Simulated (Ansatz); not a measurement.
A run of Ansatz 0.2.0 is set up as follows.

File input.yaml:

```yaml
crystal:
  lattice:
    - [-1.572281, 1.572281, 1.572281]
    - [1.572281, -1.572281, 1.572281]
    - [1.572281, 1.572281, -1.572281]
  atoms:
    - { symbol: Pd, position: [0.0, 0.0, 0.0] }
kpoints:
  mp_grid: { grid: [12, 12, 12] }
scf:
  occupations: { method: fermi_dirac, width: 0.02 }
hamiltonian:
  xc: pbesol
  dispersion: d4
  pseudopotentials: { kind: all_electron, datasets: crystal }
output:
  forces: true
  stress: true
  eigenvalues: true
  elf: true
  volumetric_format: npy
```

Potentials or basis: all-electron PAW datasets made for the crystal.

Run with:

```bash
$ ansatz run input.yaml --threads 1 --pin off --max-ram 3072MiB --backend cpu --events-out ev --progress --plain --runs-dir out
```

Question: What does it give for the pressure?

Answer: -12.8 GPa.

Question: What does it give for the band gap on the k mesh?

Answer: None (metal or under the smearing width).

Caveat: pairwise dispersion overbinds metals, which lowers pressure and volume.
